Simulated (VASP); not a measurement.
Here is a VASP 6.6.1 calculation.

Contents of INCAR:

```
PREC = Accurate
ENCUT = 520
EDIFF = 1E-7
ISMEAR = 0
SIGMA = 0.02
LREAL = False
LASPH = True
NELM = 60
ALGO = Fast
ISIF = 2
LWAVE = False
LCHARG = False
GGA = PE
NBANDS = 12
```

The input KPOINTS:

```
regular mesh
0
Gamma
  11 11 11
```

Contents of POSCAR:

```
Ti
1.0
    0.0000000000      2.0300000000      2.0300000000
    2.0300000000      0.0000000000      2.0300000000
    2.0300000000      2.0300000000      0.0000000000
Ti
1
Cartesian
    0.0000000000      0.0000000000      0.0000000000
```

Potentials or basis: VASP PAW PBE potentials, release 54 (Ti_sv).

Launch:

```sh
$ cat potpaw_PBE.54/Ti_sv/POTCAR > POTCAR
$ mpirun -np 1 vasp_std > vasp.out
```

Task: Estimate the band gap on the k mesh.

Result: None (metal or under the smearing width).

Task: Predict the pressure.

Result: 3.5 GPa.
